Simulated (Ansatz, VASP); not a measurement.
# HC18N in VASP and in Ansatz

```
C N H
1.0
     7.39800    0.00000    0.00000
    -3.69900    6.40686    0.00000
     0.00000    0.00000   13.00000
C N H
18 1 1
Direct
  0.97947 0.98365 0.07261
  0.20044 0.09010 0.07072
  0.97804 0.31260 0.06426
  0.20106 0.42306 0.06571
  0.98255 0.64110 0.09627
  0.20553 0.75759 0.07261
  0.31198 0.97856 0.07072
  0.53487 0.08945 0.06746
  0.31133 0.31299 0.06746
  0.53426 0.42401 0.07113
  0.31120 0.64589 0.06435
  0.53448 0.75615 0.06427
  0.64494 0.97918 0.06571
  0.86777 0.08931 0.06434
  0.64588 0.31238 0.07113
  0.86628 0.41778 0.07277
  0.63966 0.64440 0.07278
  0.86299 0.76068 0.09628
  0.91660 0.69471 0.19334
  0.04473 0.82279 0.22457
```

Alike in both runs: functional PBEsol; k mesh 2 × 2 × 1; occupations gaussian, width 0.05 eV; no spin polarisation.

Ansatz relaxed the structure, and its values are those at the end. VASP's run is a single point on that final structure, the one shown.

|  | VASP | Ansatz |
| --- | --- | --- |
| version | VASP 6.6.1 | Ansatz 0.2.0 |
| potentials or method | VASP PAW PBE potentials, release 64 (C, N, H) | scalar-relativistic, plane waves, PAW |
| plane-wave cutoff (eV) | 520 | 420 |
| valence electrons in the cell | 78 | 78 |

|  | VASP | Ansatz | Ansatz less VASP |
| --- | --- | --- | --- |
| rms of the force components (eV/Å) | 0.024 | 0.004 | -0.0207 |

The functional is the same, so the differences come from potentials, cutoffs and numerics.

Caveats: the k mesh is coarse (spacing up to 0.49 Å⁻¹), so the values aren't converged; the PAW data sets were made with another functional, which shifts forces and pressure a little (VASP).
